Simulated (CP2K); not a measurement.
Runs of CP2K 2026.2 on TiC. The structure is cubic, space group Fm-3m (No. 225). Conventional cell: a = 4.331 Å, b = 4.331 Å, c = 4.331 Å, α = 90.00°, β = 90.00°, γ = 90.00°. Around Ti (site symmetry m-3m) lie 6 C at 2.17 Å. C (site symmetry m-3m) is surrounded by 6 Ti at 2.17 Å. The cell is a database's computed one.

```tsv
task	level	potentials or basis	hirshfeld SHAPE_FUNCTION	VORONOI_RADII	cutoff of the non-local correlation (Ry)	cutoff radius of the dispersion sum (A)	gap on the mesh (eV)	pressure (GPa)
atomic charges	BEEF-vdW	POTENTIAL_UZH Ti GTH-PBE-q12, C GTH-PBE-q4; TZVP-MOLOPT-PBE-GTH basis	GAUSSIAN	COVALENT	300	-	none	0.3
single point	r2SCAN+D4	POTENTIAL_UZH Ti GTH-SCAN-q12, C GTH-SCAN-q4; TZVP-MOLOPT-SCAN-GTH basis	-	-	-	20	none	-1.3
atomic charges	PW91	POTENTIAL_UZH Ti GTH-PBE-q12, C GTH-PBE-q4; TZVP-MOLOPT-PBE-GTH basis	GAUSSIAN	COVALENT	-	-	none	(a)
atomic charges	LDA	POTENTIAL_UZH Ti GTH-PBE-q12, C GTH-PBE-q4; TZVP-MOLOPT-PBE-GTH basis	GAUSSIAN	COVALENT	-	-	none	-9.4
atomic charges	vdW-DF-cx	POTENTIAL_UZH Ti GTH-PBE-q12, C GTH-PBE-q4; TZVP-MOLOPT-PBE-GTH basis	GAUSSIAN	COVALENT	300	-	none	-3.8
single point	r2SCAN+rVV10	POTENTIAL_UZH Ti GTH-SCAN-q12, C GTH-SCAN-q4; TZVP-MOLOPT-SCAN-GTH basis	-	-	300	-	none	-0.8
atomic charges	PBEsol	POTENTIAL_UZH Ti GTH-PBE-q12, C GTH-PBE-q4; TZVP-MOLOPT-PBE-GTH basis	GAUSSIAN	COVALENT	-	-	none	(b)
single point	r2SCAN	POTENTIAL_UZH Ti GTH-SCAN-q12, C GTH-SCAN-q4; TZVP-MOLOPT-SCAN-GTH basis	-	-	-	-	none	0.4
```

Alike in all rows: no spin polarisation; cell as given; k mesh 11 × 11 × 11; smearing fermi-dirac 0.05 eV.

Problem. Estimate the missing entries.

Solution. (a) 0.8; (b) -5.4.

Caveats: the basis of atomic orbitals isn't converged, which shifts pressures, moduli and gaps; the potentials were made for another functional, which shifts forces and pressure (some runs); pairwise dispersion overbinds metals, which lowers pressure and volume (some runs).

A gap of «none» marks a metal or a gap under the smearing width.
